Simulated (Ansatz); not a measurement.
Reaction (substitution at a C–C bond): `CC(F)(Cl)Cl` + `CCCS` → `CCCSC` + `FC(Cl)Cl`

Program: Ansatz. Geometries: PBE0-D4/def2-TZVP. ΔE: electronic, gas phase. CCSD(T)/CBS adds triple-zeta CCSD(T) − MP2 to the extrapolated MP2 energy (def2 sets, frozen cores). Functionals use def2-TZVPP. One conformer a species, not always the lowest.

`CC(F)(Cl)Cl`:

Z-matrix (Å, degrees):
```
C
C 1 1.502
H 1 1.088 2 110.1
H 1 1.091 2 108.9 3 -120.2
H 1 1.091 2 108.9 3 120.2
F 2 1.348 1 110.1 3 180.0
Cl 2 1.776 1 111.1 3 -60.9
Cl 2 1.776 1 111.1 3 60.9
```

`CCCS`:

```xyz
12

C    -0.968    0.935    0.129
C    -0.624   -0.538    0.010
C     0.814   -0.804   -0.403
S     2.072   -0.305    0.806
H    -0.764    1.466   -0.806
H    -0.389    1.413    0.922
H    -2.025    1.074    0.365
H    -1.275   -1.006   -0.738
H    -0.821   -1.045    0.959
H     0.981   -1.876   -0.527
H     1.042   -0.334   -1.362
H     1.957    1.021    0.644
```

`CCCSC`:

Z-matrix (Å, degrees):
```
C
C 1 1.517
H 1 1.092 2 110.9
H 1 1.094 2 111.0 3 119.5
H 1 1.092 2 111.2 3 -120.5
C 2 1.521 1 113.7 3 -59.0
H 2 1.096 1 109.8 3 -179.7
H 2 1.095 1 110.0 3 64.3
S 6 1.806 2 115.7 1 63.2
H 6 1.094 2 110.2 1 -54.9
H 6 1.094 2 110.8 1 -173.2
C 9 1.796 6 100.4 2 69.5
H 12 1.092 9 111.0 6 57.0
H 12 1.091 9 106.8 6 175.2
H 12 1.091 9 112.2 6 -66.1
```

`FC(Cl)Cl`:

```xyz
5

F    -0.563    0.762    1.010
C    -0.060    0.097   -0.040
Cl    1.695    0.055    0.079
Cl   -0.744   -1.523   -0.088
H    -0.328    0.610   -0.961
```

```json
{"level": "B2PLYP", "ΔE (kJ/mol)": "27.9"}
{"level": "r2SCAN", "ΔE (kJ/mol)": "30.7"}
{"level": "SCS-MP2/def2-TZVPP", "ΔE (kJ/mol)": "30.3"}
{"level": "CCSD/CBS(def2)", "ΔE (kJ/mol)": "30.4"}
```

(1) What does CCSD(T)/CBS give? (Estimate.)

Largest T1 diagnostic among the species: 0.011.

## Answers

(1) The calculation gave: +30.5 kJ/mol. The listed levels differ from it by -2.6, 0.2, -0.2, -0.1 kJ/mol.

CCSD(T)/CBS has its own doubt, a few kJ/mol and more with outer-core shells, so smaller differences from it don't rank the levels.
